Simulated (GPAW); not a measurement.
FeSi2 (Linzhiite):

```
CELL_PARAMETERS angstrom
2.68400 0.00000 0.00000
0.00000 2.68400 0.00000
0.00000 0.00000 5.12800
ATOMIC_POSITIONS crystal
Fe 0.00000 0.00000 0.00000
Si 0.50000 0.50000 0.73000
Si 0.50000 0.50000 0.27000
```

- Program: GPAW 26.7.0
- Task: relaxation of cell and atoms
- Functional: PBEsol
- Dispersion: D3(BJ)
- Potentials or basis: PAW data sets generated in the run's folder for this functional
- Cutoff: 600 eV
- Basis: pw
- k mesh: 7 × 7 × 4
- Occupations: fermi-dirac, width 0.05 eV
- Spin: collinear spin, ferromagnetic start
- Starting moments: [3.0, 0.0, 0.0] μB

At the start: pressure -4.3 GPa; volume 12.31 Å³/atom.

Problem. How do energy, volume and symmetry change on relaxing?

Solution. Over 5 steps the energy falls by 6.1 meV/atom and the volume is 12.03 Å³/atom (-2.3 %); space group P4/mmm (No. 123, to 0.05 Å); moment 0.11 μB per cell.

Step by step:
```csv
step,energy change (eV),largest force (eV/Å),pressure (GPa),volume (Å³)
1,0.0000,0.4017,-4.28,36.94
2,-0.0082,0.2415,-3.59,36.77
3,-0.0171,0.1455,-1.04,36.24
4,-0.0178,0.0811,-0.72,36.19
5,-0.0182,0.0036,0.00,36.08
```

Final structure:
```cif
data_structure
_symmetry_space_group_name_H-M 'P 1'
_symmetry_Int_Tables_number 1
_cell_length_a 2.6662
_cell_length_b 2.6662
_cell_length_c 5.0759
_cell_angle_alpha 90.000
_cell_angle_beta 90.000
_cell_angle_gamma 90.000
_cell_volume 36.08
loop_
_atom_site_label
_atom_site_type_symbol
_atom_site_fract_x
_atom_site_fract_y
_atom_site_fract_z
_atom_site_occupancy
Fe1 Fe 0.00000 0.00000 0.00000 1
Si1 Si 0.50000 0.50000 0.72705 1
Si2 Si 0.50000 0.50000 0.27295 1
```

Caveat: each step starts from the last one's moments, so a moment once lost doesn't come back; later steps reuse the first step's grids; pairwise dispersion overbinds metals, which lowers pressure and volume.
